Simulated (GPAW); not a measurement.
Input of a GPAW 26.7.0 run:

run.py

```python
from ase.dft.bandgap import bandgap
from ase.io import read, write
from ase.units import GPa
from gpaw import GPAW, PW

atoms = read('Ag.xyz')

calc = GPAW(mode=PW(600),
            xc='PBE',
            kpts={'size': (11, 11, 11), 'gamma': True},
            occupations={'name': 'methfessel-paxton', 'order': 0, 'width': 0.014},
            nbands=18,
            convergence={'density': 1e-05, 'energy': 1e-05},
            maxiter=150,
            txt='gpaw.txt')
atoms.calc = calc
energy = atoms.get_potential_energy()
forces = atoms.get_forces()
stress = atoms.get_stress()
calc.write('gs.gpw')
write('result.traj', atoms)
print(f'Energy: {energy:.6f} eV')
print('Forces (eV/A):')
print(forces.round(4))
print('Stress (GPa):', (stress / GPa).round(3))
print('Fermi level:', round(calc.get_fermi_level(), 4), 'eV')
print(f'Gap: {bandgap(calc)[0]:.4f} eV, direct: {bandgap(calc, direct=True)[0]:.4f} eV')
```

Ag.xyz

```xyz
1
Lattice="0.0000000000 2.0427500000 2.0427500000 2.0427500000 0.0000000000 2.0427500000 2.0427500000 2.0427500000 0.0000000000" Properties=species:S:1:pos:R:3 pbc="T T T"
Ag     0.0000000000      0.0000000000      0.0000000000
```

Potentials or basis: GPAW PAW data sets (gpaw-data 1.2.1), pw.

Run with:

```bash
$ OMP_NUM_THREADS=1 python run.py
```

Task: Estimate the band gap on the k mesh.

Result: None (metal or under the smearing width).

Task: Predict the pressure.

Result: 4.2 GPa.
